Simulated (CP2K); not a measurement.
**Pd under changes of volume**

One of the cells (15.547 Å³/atom); the others are scaled copies at fixed shape and fractional positions:

```
Pd
1.0
     2.72327    0.00000    0.00000
    -0.90776    2.56752    0.00000
    -0.90776   -1.28376    2.22354
Pd
1
Direct
  0.00000 0.00000 0.00000
```

This isn't the form of Pd at room conditions, which is fcc.

| Item | Value |
| --- | --- |
| Program | CP2K 2026.2 |
| Functional | PBE |
| Potentials or basis | POTENTIAL_UZH Pd GTH-PBE-q18; TZVP-MOLOPT-PBE-GTH basis |
| Density cutoff | 6803 eV |
| k mesh | 12 × 12 × 12 |
| Occupations | fermi-dirac, width 0.05 eV |
| Spin | no spin polarisation |

```csv
volume (Å³/atom),energy over the lowest point (meV/atom),pressure (GPa)
14.614,36.27,12.9
14.925,16.11,8.2
15.236,4.36,4.2
15.547,0.00,0.6
15.858,2.14,-2.5
16.169,9.99,-5.3
16.480,?,?
```

What does the run at 16.480 Å³/atom give?

Energy over the lowest point 22.84 meV/atom; pressure -7.7 GPa.

Worked out: A Birch-Murnaghan fit of order 3 (a polynomial in V^(-2/3)) to the other rows has its minimum at 15.59 Å³/atom with B0 = V·E''(V) = 164 GPa and B' = 5.5. It gives 22.85 meV/atom at 16.480 Å³/atom, against the run's 22.84, and -dE/dV = -7.8 GPa, against -7.7.

Energies are extrapolated to zero smearing.

Caveats: the basis of atomic orbitals isn't converged, which shifts pressures, moduli and gaps.
